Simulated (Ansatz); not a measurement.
A relaxation of cell and atoms of GaAs in the zincblende structure with the plane-wave code Ansatz, at the level r2SCAN. It starts from the PBE minimum.

```yaml
crystal:
  lattice:
    - [0.0, 2.871818592, 2.871818592]
    - [2.871818592, 0.0, 2.871818592]
    - [2.871818592, 2.871818592, 0.0]
  atoms:
    - { symbol: Ga, position: [0.0, 0.0, 0.0] }
    - { symbol: As, position: [0.25, 0.25, 0.25] }
kpoints:
  mp_grid: { grid: [8, 8, 8] }
hamiltonian:
  xc: r2scan
scf:
  occupations: { method: fermi_dirac, width: 0.02 }
relax:
  f_tol: 0.005
  cell: {}
```

In the abridged output below, numbers in square brackets stand for lines, or ends of lines, that were taken out.
```
Functional definition: r2SCAN
  parameter k0 = 0.174
  parameter k1 = 0.065
  parameter a1 = 4.9479
  exchange = r2scan_x(k0 = k0, k1 = k1, a1 = a1)
  correlation = r2scan_c
Crystal: 2 atoms, lattice volume = 47.370 Å³
Basis set: ecut = 500 eV, 1243 PW (Γ)
[1]
Symmetry: 24 space group operations
Space group: F-43m (ITA 216)
[2]
relax step 1: F+E_penalty+E_count = -8655.73806059 eV  P = -2.679 GPa  Ω = 47.370 Å³
--- Relaxed structure (3 steps of the walk, 3 accepted, 1 SCFs on fresh bases) ---
[3]
```

Question: What stood in the gaps? They hold the relaxed structure, the band count, the count of irreducible k points.

Answer:
```
[1]
Bands: 18, of which v1, the nominal top of the filled ones, is band 14 counted from 1 (13 counted from 0)
[2]
k-points: 29 of 512 (time reversal used)
[3]
  F+E_penalty+E_count = -8655.75442863 eV
  cell:  # Å, volume = 45.4788 Å³
    - [0.000000, 2.833085, 2.833085]
    - [2.833085, 0.000000, 2.833085]
    - [2.833085, 2.833085, 0.000000]
  atoms:
    - { symbol: Ga, position: [0.000000, 0.000000, 0.000000] }
    - { symbol: As, position: [0.250000, 0.250000, 0.250000] }
```
The trailing digits, and the zero of the energies, depend on the potentials and thresholds.

The walk took 3 steps and changed the volume by -4.0 %. The last SCF, on a fresh basis, lies 8.2 meV an atom below the first. At the end: it is cubic, F-43m (No. 216); a = 5.666 Å in the conventional setting, 22.74 Å³ an atom. Ga has 4 As at 2.45 Å; As has 4 Ga at 2.45 Å.

Command: `ansatz run input.yaml --threads 2 --pin off --max-ram 2211MiB --backend cpu --events-out ev --progress --plain --runs-dir out`. Wall time 11 s on 2 threads of Arm Neoverse V1, with other jobs on the host; peak host memory 0.46 GiB.

(Simulation; spin polarisation is off.)

Spin-orbit coupling is left out.
